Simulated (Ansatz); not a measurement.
# ZnSe: Zn vacancy

All numbers below come from DFT PBE, scalar-relativistic, plane waves, PAW in Ansatz. Run with 420 eV cutoff, 2×2×2 k-mesh, Gaussian smearing of 0.01 eV, collinear spin.

Host crystal, relaxed:

```
CELL_PARAMETERS angstrom
0.00000 2.86588 2.86588
2.86588 0.00000 2.86588
2.86588 2.86588 0.00000
ATOMIC_POSITIONS crystal
Zn 0.00000 0.00000 0.00000
Se 0.25000 0.25000 0.25000
```

Supercell of 54 atoms, rows in host cell vectors: 3 0 0; 0 3 0; 0 0 3. Atoms relax at the host's cell from a start displaced at random by 0.06 Å near the defect, so other minima may exist. The cell is small, so energies carry finite-size errors of tenths of an eV. The host's Kohn–Sham gap is 1.15 eV. Atoms are taken from and returned to the elements' standard states. Charged cells are corrected for image charges with the computed static dielectric tensor (mean 10.8) and aligned with the host's potential at far atoms (alignment terms reach 0.32 eV). No band-filling term is added, and the Fermi level counts from the host's valence band top.

Starting moments were lost in some runs.

Defect: Zn vacancy set at (0.000, 0.000, 0.000) of the host cell. Before relaxation its nearest neighbours are 4 Se at 2.48 Å.

```tsv
charge	E_f at the valence band top (eV)	over the neutral state (eV)	moment (μB)	largest move (Å)	atoms near the site
0	3.17	0.00	1.25	0.10	1 Se at 2.38 Å, 3 Se at 2.39 Å
-1	3.35	0.18	0.25	0.12	4 Se at 2.36 Å
-2	3.89	0.72	0.00	0.15	1 Se at 2.33 Å, 3 Se at 2.34 Å
```

Among the charges computed the stable one is 0 at the valence band top, changing to -1 at 0.18 eV, changing to -2 at 0.54 eV. In charge 0, -1 the cell has partly filled bands: a level of the defect may be part filled, the carrier may sit in the host's bands, or levels may cross between the k points, so transitions that involve it are doubtful. Fractional moments come from partly filled bands of the small cell.

Cost: 4 runs of about 3.7 core-hours in all, on Intel Xeon Platinum 8259CL (Skylake/Cascade Lake) (shared hosts).